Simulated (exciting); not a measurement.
# Mo (Im-3m) in exciting: reference runs

How does Mo come out in PBEsol? The cell is run as given and disturbed, and energy against volume gives the equilibrium volume and stiffness.

All numbers are computed with exciting (release sodium); they aren't measurements. Logs are shortened: lines on timing, memory, paths and dates and some standing lists are left out, and cuts for length are marked.

## Step 1: The structure

The structure is cubic, space group Im-3m (No. 229). The conventional cell has a = 3.168 Å, b = 3.168 Å, c = 3.168 Å, α = 90.00°, β = 90.00°, γ = 90.00°. Mo (site symmetry m-3m) has 8 Mo at 2.74 Å as nearest neighbours.

## Step 2: Single point, PBEsol

input.xml

```xml
<input>
  <title>Mo</title>
  <structure speciespath="./" tshift="false">
    <crystal scale="1">
      <basevect>-2.992965190616 2.992965190616 2.992965190616</basevect>
      <basevect>2.992965190616 -2.992965190616 2.992965190616</basevect>
      <basevect>2.992965190616 2.992965190616 -2.992965190616</basevect>
    </crystal>
    <species speciesfile="Mo.xml" rmt="2.3">
      <atom coord="0.000000000000 0.000000000000 0.000000000000"/>
    </species>
  </structure>
  <groundstate do="fromscratch" ngridk="12 12 12" rgkmax="9" gmaxvr="14" lmaxapw="10" lmaxmat="10" lmaxvr="8" xctype="GGA_PBE_SOL" stype="Fermi Dirac" swidth="0.00183747" nempty="12" ValenceRelativity="iora*" epsengy="1e-05" epspot="1e-05" maxscl="60" tforce="true" outputlevel="normal"/>
  <properties>
    <chargedensityplot>
      <plot3d>
        <box grid="14 14 14">
          <origin coord="0 0 0"/>
          <point coord="1 0 0"/>
          <point coord="0 1 0"/>
          <point coord="0 0 1"/>
        </box>
      </plot3d>
    </chargedensityplot>
    <elfplot>
      <plot3d>
        <box grid="14 14 14">
          <origin coord="0 0 0"/>
          <point coord="1 0 0"/>
          <point coord="0 1 0"/>
          <point coord="0 0 1"/>
        </box>
      </plot3d>
    </elfplot>
    <exccplot>
      <plot3d>
        <box grid="14 14 14">
          <origin coord="0 0 0"/>
          <point coord="1 0 0"/>
          <point coord="0 1 0"/>
          <point coord="0 0 1"/>
        </box>
      </plot3d>
    </exccplot>
  </properties>
</input>
```

Potentials or basis: all-electron LAPW+lo, shipped species files, valence relativity iora*.

Started as:

```sh
> OMP_NUM_THREADS=1 exciting_smp
```

INFO.OUT:

```text
================================================================================
EXCITING SODIUM started
[... 10 lines left out ...]

 Lattice vectors (cartesian) :
     -2.9929651906      2.9929651906      2.9929651906
      2.9929651906     -2.9929651906      2.9929651906
      2.9929651906      2.9929651906     -2.9929651906

 Reciprocal lattice vectors (cartesian) :
     -0.0000000000      1.0496589347      1.0496589347
      1.0496589347     -0.0000000000      1.0496589347
      1.0496589347      1.0496589347     -0.0000000000

 Unit cell volume                           :     107.2420207815
 Brillouin zone volume                      :       2.3129945858

 Species :    1 (Mo)
     parameters loaded from                 :    Mo.xml
     name                                   :    molybdenum
     nuclear charge                         :     -42.00000000
     electronic charge                      :      42.00000000
     atomic mass                            :  174887.92120000
     muffin-tin radius                      :       2.30000000
     # of radial points in muffin-tin       :     400

     atomic positions (lattice) :
       1 :   0.00000000  0.00000000  0.00000000

 Total number of atoms per unit cell        :       1

 Spin treatment                             :    spin-unpolarised

 Number of Bravais lattice symmetries       :      48
 Number of crystal symmetries               :      48

 k-point grid                               :      12   12   12
 Total number of k-points                   :      72
 k-point set is reduced with crystal symmetries

 R^MT_min * |G+k|_max (rgkmax)              :       9.00000000
 Species with R^MT_min                      :       1 (Mo)
 Maximum |G+k| for APW functions            :       3.91304348
 Maximum |G| for potential and density      :      14.00000000

 G-vector grid sizes                        :      24    24    24
 Total number of G-vectors                  :    4921

 Maximum angular momentum used for
     APW functions                          :      10
     computing H and O matrix elements      :      10
     potential and density                  :       8
     inner part of muffin-tin               :       2

 Total nuclear charge                       :     -42.00000000
 Total electronic charge                    :      42.00000000
 Total core charge                          :      28.00000000
 Total valence charge                       :      14.00000000

 Number of empty states                     :      12
 Total number of valence states             :      20

 Maximum Hamiltonian size                   :     129
 Maximum number of plane-waves              :     116
 Total number of local-orbitals             :      13

 Exchange-correlation type                  :      22
     PBEsol, Phys. Rev. Lett. 100, 136406 (2008)
     Generalised gradient approximation (GGA)

 Smearing scheme                            :    Fermi-Dirac
 Smearing width                             :       0.00183747

 Using multisecant Broyden potential mixing
[... 6 lines left out ...]
* Groundstate module started                                                   *
********************************************************************************
 Output level for this task is set to normal

++++++++++++++++++++++++++++++++++++++++++++++++++++++++++++++++++++++++++++++++
[... 5 lines left out ...]
+ SCF iteration number :    1                                                  +
++++++++++++++++++++++++++++++++++++++++++++++++++++++++++++++++++++++++++++++++
 Total energy                               :     -4038.62751079
 _______________________________________________________________
 Fermi energy                               :         0.52540742
 Kinetic energy                             :      4201.08044383
 Coulomb energy                             :     -8118.22012724
 Exchange energy                            :      -118.99656519
 Correlation energy                         :        -2.49126219

 DOS at Fermi energy (states/Ha/cell)       :        16.90866490

 Electron charges :
     core                                   :        28.00000000
     core leakage                           :         0.00000363
     valence                                :        14.00000000
     interstitial                           :         2.63075412
     charge in muffin-tin spheres :
                  atom     1    Mo          :        39.36924588
     total charge in muffin-tins            :        39.36924588
     total charge                           :        42.00000000

++++++++++++++++++++++++++++++++++++++++++++++++++++++++++++++++++++++++++++++++
+ SCF iteration number :    2                                                  +
++++++++++++++++++++++++++++++++++++++++++++++++++++++++++++++++++++++++++++++++
 Total energy                               :     -4043.51440777
 _______________________________________________________________
 Fermi energy                               :         0.51410980
 Kinetic energy                             :      4198.27190936
 Coulomb energy                             :     -8120.17846487
 Exchange energy                            :      -119.11649975
 Correlation energy                         :        -2.49135251

 DOS at Fermi energy (states/Ha/cell)       :         9.02588874

 Electron charges :
     core                                   :        28.00000000
     core leakage                           :         0.00000348
     valence                                :        14.00000000
     interstitial                           :         2.52887782
     charge in muffin-tin spheres :
                  atom     1    Mo          :        39.47112218
     total charge in muffin-tins            :        39.47112218
     total charge                           :        42.00000000

 RMS change in effective potential (target) :  0.513187E-01  ( 0.100000E-04)
 Absolute change in total energy   (target) :   4.88690      ( 0.100000E-04)
 Charge distance                   (target) :  0.588767E-02  ( 0.100000E-04)
 Abs. change in max-nonIBS-force   (target) :   0.00000      ( 0.500000E-04)

++++++++++++++++++++++++++++++++++++++++++++++++++++++++++++++++++++++++++++++++
+ SCF iteration number :    3                                                  +
++++++++++++++++++++++++++++++++++++++++++++++++++++++++++++++++++++++++++++++++
 Total energy                               :     -4046.01837997
 _______________________________________________________________
 Fermi energy                               :         0.50681236
 Kinetic energy                             :      4196.76267601
 Coulomb energy                             :     -8121.11047067
 Exchange energy                            :      -119.17919470
 Correlation energy                         :        -2.49139061

 DOS at Fermi energy (states/Ha/cell)       :         7.93365387

 Electron charges :
     core                                   :        28.00000000
     core leakage                           :         0.00000341
     valence                                :        14.00000000
     interstitial                           :         2.47324587
     charge in muffin-tin spheres :
                  atom     1    Mo          :        39.52675413
     total charge in muffin-tins            :        39.52675413
     total charge                           :        42.00000000
[... 185 lines left out ...]
 DOS at Fermi energy (states/Ha/cell)       :         8.42932632

 Electron charges :
     core                                   :        28.00000000
     core leakage                           :         0.00000340
     valence                                :        14.00000000
     interstitial                           :         2.41974043
     charge in muffin-tin spheres :
                  atom     1    Mo          :        39.58025957
     total charge in muffin-tins            :        39.58025957
     total charge                           :        42.00000000

 RMS change in effective potential (target) :  0.119805E-07  ( 0.100000E-04)
 Absolute change in total energy   (target) :  0.317252E-05  ( 0.100000E-04)
 Charge distance                   (target) :  0.709535E-08  ( 0.100000E-04)
 Abs. change in max-nonIBS-force   (target) :   0.00000      ( 0.500000E-04)

++++++++++++++++++++++++++++++++++++++++++++++++++++++++++++++++++++++++++++++++
+ SCF iteration number :   11                                                  +
++++++++++++++++++++++++++++++++++++++++++++++++++++++++++++++++++++++++++++++++
 Total energy                               :     -4047.43834927
 _______________________________________________________________
 Fermi energy                               :         0.50042896
 Kinetic energy                             :      4195.66887005
 Coulomb energy                             :     -8121.39595867
 Exchange energy                            :      -119.21994274
 Correlation energy                         :        -2.49131790

 DOS at Fermi energy (states/Ha/cell)       :         8.42932629

 Electron charges :
     core                                   :        28.00000000
     core leakage                           :         0.00000340
     valence                                :        14.00000000
     interstitial                           :         2.41974044
     charge in muffin-tin spheres :
                  atom     1    Mo          :        39.58025956
     total charge in muffin-tins            :        39.58025956
     total charge                           :        42.00000000

 RMS change in effective potential (target) :  0.132576E-07  ( 0.100000E-04)
 Absolute change in total energy   (target) :  0.387301E-06  ( 0.100000E-04)
 Charge distance                   (target) :  0.250676E-08  ( 0.100000E-04)
 Abs. change in max-nonIBS-force   (target) :   0.00000      ( 0.500000E-04)

++++++++++++++++++++++++++++++++++++++++++++++++++++++++++++++++++++++++++++++++
| Convergency criteria checked for the last 2 iterations                       +
| Convergence targets achieved. Performing final SCF iteration                 +
++++++++++++++++++++++++++++++++++++++++++++++++++++++++++++++++++++++++++++++++
 Total energy                               :     -4047.43834618
 _______________________________________________________________
 Fermi energy                               :         0.50042898
 Kinetic energy                             :      4195.66887065
 Coulomb energy                             :     -8121.39595630
 Exchange energy                            :      -119.21994263
 Correlation energy                         :        -2.49131790

 DOS at Fermi energy (states/Ha/cell)       :         8.42932280

 Electron charges :
     core                                   :        28.00000000
     core leakage                           :         0.00000340
     valence                                :        14.00000000
     interstitial                           :         2.41974040
     charge in muffin-tin spheres :
                  atom     1    Mo          :        39.58025960
     total charge in muffin-tins            :        39.58025960
     total charge                           :        42.00000000

++++++++++++++++++++++++++++++++++++++++++++++++++++++++++++++++++++++++++++++++
+ Self-consistent loop stopped                                                 +
++++++++++++++++++++++++++++++++++++++++++++++++++++++++++++++++++++++++++++++++
 STATE.OUT is written

--------------------------------------------------------------------------------
- Writing atomic positions and forces                                          -
--------------------------------------------------------------------------------

 Atomic positions (lattice) :
 atom     1  Mo  :     0.00000000    0.00000000    0.00000000

 Total atomic forces including IBS (cartesian) :
 atom     1  Mo  :     0.00000000    0.00000000    0.00000000

 Atomic force components including IBS (cartesian) :
 atom     1  Mo  :     0.00000000    0.00000000    0.00000000   HF force
                 :     0.00000000    0.00000000    0.00000000   core correction
                 :     0.00000000    0.00000000    0.00000000   IBS correction

********************************************************************************
* Groundstate module stopped                                                   *
********************************************************************************

--------------------------------------------------------------------------------
- CAUTION! Warnings have been written in file WARNING.OUT !                    -
--------------------------------------------------------------------------------
================================================================================
| EXCITING SODIUM stopped                                                      =
================================================================================
```

Run time: 28 s. Hardware: 1 thread of Arm Neoverse V2, shared host; peak memory 0.09 GiB.

What came out:

| Item | Value |
| --- | --- |
| Free energy | -110136.4107 eV |
| Band gap on the k mesh | none (metal or under the smearing width) |
| All electrons inside the program's atomic spheres | Mo 39.58 (radii Mo 2.3 bohr) |

Caveat: the log's total energy holds no entropy term; the free energy is that total less TS from the occupations.

(Part 1 of 2 ends here.)
